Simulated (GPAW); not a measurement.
TePb:

```
Pb Te
1.0
     4.00229    0.00000    0.00000
     0.00000    4.00229    0.00000
     0.00000    0.00000    4.00229
Pb Te
1 1
Direct
  0.00000 0.00000 0.00000
  0.50000 0.50000 0.50000
```

Measurements of this composition are mostly on another form, of space group No. 225.

- Program: GPAW 26.7.0
- Task: relaxation of cell and atoms
- Functional: PBEsol
- Dispersion: D3(BJ)
- Potentials or basis: PAW data sets generated in the run's folder for this functional
- Cutoff: 600 eV
- Basis: pw
- k mesh: 7 × 7 × 7
- Occupations: fermi-dirac, width 0.05 eV
- Spin: no spin polarisation

At the start: pressure -4.7 GPa; volume 32.05 Å³/atom.

Q: How do energy, volume and symmetry change on relaxing?

A: Over 6 steps the energy falls by 68.9 meV/atom and the volume is 28.01 Å³/atom (-12.6 %); space group Pm-3m (No. 221, to 0.05 Å).

The path:
| step | energy change (eV) | largest force (eV/Å) | pressure (GPa) | volume (Å³) |
| --- | --- | --- | --- | --- |
| 1 | 0.0000 | 0.0000 | -4.69 | 64.11 |
| 2 | -0.0366 | 0.0000 | -4.48 | 62.83 |
| 3 | 0.2005 | 0.0000 | 14.79 | 46.63 |
| 4 | -0.1322 | 0.0000 | -1.25 | 57.63 |
| 5 | -0.1374 | 0.0000 | -0.38 | 56.49 |
| 6 | -0.1379 | 0.0000 | 0.00 | 56.02 |

Final structure:
```
Pb Te
1.0
     3.82621    0.00000    0.00000
     0.00000    3.82621    0.00000
     0.00000    0.00000    3.82621
Pb Te
1 1
Direct
  0.00000 0.00000 0.00000
  0.50000 0.50000 0.50000
```

Caveat: later steps reuse the first step's grids; pairwise dispersion overbinds metals, which lowers pressure and volume.
